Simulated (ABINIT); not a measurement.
Here is an ABINIT 10.8.3 (patched build) calculation.

Contents of run.abi:

```
# Datasets
ndtset 3

# Pseudopotentials
pp_dirpath "./"
pseudos "Al.upf"

# Structure
structure "poscar:POSCAR"
natom 2
chkprim 0
chksymtnons 0
tolsym 1.0e-6

# Plane-wave basis
ecut 22.0

# k points
ngkpt 12 12 16
nshiftk 1
shiftk 0.0 0.0 0.5
istwfk *1

# Exchange and correlation
ixc 7

# Bands and occupations
occopt 3
tsmear 0.2 eV

# SCF cycle
nstep 80

# Output
iomode 3
prteig 0
prtebands 0

# Dataset 1: ground state
nband1 7
tolvrs1 1.0e-12
prtden1 1
prtwf1 0
kptopt1 1

# Dataset 2: empty bands at fixed density
iscf2 -3
getden2 1
nband2 15
nbdbuf2 4
tolwfr2 1.0e-12
nstep2 120
prtden2 0
kptopt2 1

# Dataset 3: wave functions and velocity matrix elements in the full zone
optdriver3 8
wfk_task3 "wfk_optics_fullbz"
getwfk3 2
nband3 11
kptopt3 1
prtevk3 1
inclvkb3 2
```

POSCAR

```
Al
1.0
    4.3684799718      0.0000000000      0.0000000000
   -2.1842399859      3.7832149198      0.0000000000
    0.0000000000      0.0000000000      2.6479703383
Al
2
Direct
    0.3333300000      0.6666700000      0.0000000000  Al
    0.6666700000      0.3333300000      0.0000000000  Al
```

Contents of optic.abi:

```
&FILES
 ddkfile_1 = 'runo_DS3_1_EVK.nc',
 ddkfile_2 = 'runo_DS3_2_EVK.nc',
 ddkfile_3 = 'runo_DS3_3_EVK.nc',
 wfkfile = 'runo_DS3_WFK.nc'
/
&PARAMETERS
 broadening = 0.005512,
 domega = 0.002,
 maxomega = 0.8,
 scissor = 0.000000,
 tolerance = 0.002
/
&COMPUTATIONS
 num_lin_comp = 2,
 lin_comp = 11,33,
 num_nonlin_comp = 0
/
```

Potentials or basis: PseudoDojo NC SR LDA v0.4.1 standard.

The run is started by

```sh
$ abinit run.abi > log 2>&1
$ optic optic.abi > optic.log 2>&1
```

Q: What does it give for the pressure?

A: 3.9 GPa.

Dielectric function (mean over the directions given):
| energy (eV) | real part | imaginary part |
| --- | --- | --- |
| 0.33 | 18.76 | 96.54 |
| 1.31 | 8.59 | 14.55 |
| 2.29 | -11.04 | 28.56 |
| 3.37 | -9.96 | 7.02 |
| 4.35 | -3.95 | 4.28 |
| 5.44 | -2.95 | 1.50 |
| 6.42 | -1.79 | 1.02 |
| 7.51 | -0.99 | 0.53 |
| 8.49 | -0.60 | 0.44 |
| 9.58 | -0.29 | 0.33 |
| 10.56 | -0.06 | 0.24 |
| 11.65 | 0.08 | 0.20 |
| 12.63 | 0.21 | 0.13 |
| 13.71 | 0.34 | 0.12 |
| 14.69 | 0.42 | 0.07 |
| 15.78 | 0.50 | 0.05 |
| 16.76 | 0.55 | 0.05 |
| 17.85 | 0.61 | 0.03 |
| 18.83 | 0.65 | 0.02 |
| 19.92 | 0.69 | 0.02 |

Caveat: the intraband (Drude) term is left out; spectra need much finer meshes, so this one isn't converged; independent-particle spectra lack excitons.
